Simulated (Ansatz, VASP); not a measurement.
Cu in VASP and in Ansatz

File INCAR:

```
SYSTEM = Cu
PREC = Accurate ; ENCUT = 520
EDIFF = 1E-7 ; ISMEAR = -1
SIGMA = 0.1 ; LREAL = .FALSE.
LASPH = .TRUE. ; NELM = 80
ALGO = Normal ; ISIF = 2
LWAVE = .FALSE. ; LCHARG = .FALSE.
NBANDS = 30
```

File KPOINTS:

```
Automatic mesh
0
G
  10 10 3
  0 0 0
```

POSCAR

```
Cu
1.0
    2.5307640000      0.0000000000      0.0000000000
   -1.2653820000      2.1917060000      0.0000000000
    0.0000000000      0.0000000000      8.2618150000
Cu
4
Direct
    0.0000000000      0.0000000000      0.0000000000
    0.3333333333      0.6666666667      0.2500000000
    0.0000000000      0.0000000000      0.5000000000
    0.6666666667      0.3333333333      0.7500000000
```

Input for Ansatz:

```yaml
crystal:
  lattice:
    - [2.530764, 0.0, 0.0]
    - [-1.265382, 2.191706, 0.0]
    - [0.0, 0.0, 8.261815]
  atoms:
    - { symbol: Cu, position: [0.0, 0.0, 0.0] }
    - { symbol: Cu, position: [0.3333333333333333, 0.6666666666666666, 0.25] }
    - { symbol: Cu, position: [0.0, 0.0, 0.5] }
    - { symbol: Cu, position: [0.6666666666666666, 0.3333333333333333, 0.75] }
basis:
  ecutwfc: 500.0
kpoints:
  mp_grid:
    grid: [10, 10, 3]
    shift: [0.0, 0.0, 0.0]
hamiltonian:
  xc: lda
scf:
  lower_state_search: light
  occupations:
    method: fermi_dirac
    width: 0.1
  initial_density:
    normalization: cell
output:
  stress: true
```

This isn't the form of Cu at room conditions, which is fcc.

Alike in both runs: task single point; functional LDA; k mesh 10 × 10 × 3; occupations fermi-dirac, width 0.1 eV; no spin polarisation.

|  | VASP | Ansatz |
| --- | --- | --- |
| version | VASP 6.6.1 | Ansatz 0.2.0 |
| potentials or method | VASP PAW LDA potentials, release 64 (Cu) | plane waves, PAW |
| plane-wave cutoff (eV) | 520 | 500 |
| valence electrons in the cell | 44 | 76 |

|  | VASP | Ansatz | Ansatz less VASP |
| --- | --- | --- | --- |
| pressure (GPa) | -7.3 | -8.2 | -0.87 |
| largest component of the traceless stress (GPa) | 0.63 | 0.58 | -0.050 |

The two sets of potentials don't hold the same shells in valence.
